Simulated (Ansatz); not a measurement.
# CdSe: the cost of one run

Computed with Ansatz 0.2.0 (DFT PBEsol, scalar-relativistic, plane waves, PAW, unless a step's input says otherwise).

18 further runs of the same task are left out: 18 set aside as unsound or not needed.

## (1) The system as given

The structure is cubic, space group F-43m (No. 216). Conventional cell: a = 6.083 Å, b = 6.083 Å, c = 6.083 Å, α = 90.00°, β = 90.00°, γ = 90.00°. Cd (site symmetry -43m) is surrounded by 4 Se at 2.63 Å. Se (site symmetry -43m) has 4 Cd at 2.63 Å as nearest neighbours.

Coordinates:

```
CELL_PARAMETERS angstrom
0.00000 3.04131 3.04131
3.04131 0.00000 3.04131
3.04131 3.04131 0.00000
ATOMIC_POSITIONS crystal
Cd 0.00000 0.00000 0.00000
Se 0.75000 0.75000 0.75000
```

It goes back to an entry of the Materials Project, which need not be the stable form.

It is the result of an earlier relaxation at this level (volume 28.13 Å³/atom; gap on the mesh: 0.48 eV).

## (2) What is varied

The energy is mapped over volume and the cell's shape.

- volume per atom: 7 values from 23.63 to 32.63 Å³
- length along [111] over the lengths across it, relative to the cubic cell: 7 values from 0.886 to 1.128

Nothing else is relaxed (fractional coordinates fixed). Energies count from the relaxed crystal. Points are written as (first, second).

## (3) Grid point (23.63 Å³, 0.923)

input.yaml reads:

```yaml
crystal:
  lattice:
    - [0.0, 2.9474879974, 2.9474879974]
    - [2.9474879974, 0.0, 2.9474879974]
    - [2.7957906151, 2.7957906151, 0.1516973823]
  atoms:
    - { symbol: Cd, position: [0.0, 0.0, 0.0] }
    - { symbol: Se, position: [0.75, 0.75, 0.75] }
basis:
  ecutwfc: 420
kpoints:
  mp_grid: { grid: [10, 10, 10] }
hamiltonian:
  xc: pbesol
scf:
  occupations: { method: gaussian, width: 0.05 }
output:
  forces: true
  stress: true
  eigenvalues: true
```

Run with:

```
> ansatz run input.yaml --threads 1 --pin off --max-ram 2048MiB --backend cpu --events-out ev --progress --plain --runs-dir out
```

**Question.** How long does this run take on 1 thread of Arm Neoverse V2, shared host, and how much memory does it need?

About 9.1 s, with a peak of 0.41 GiB.
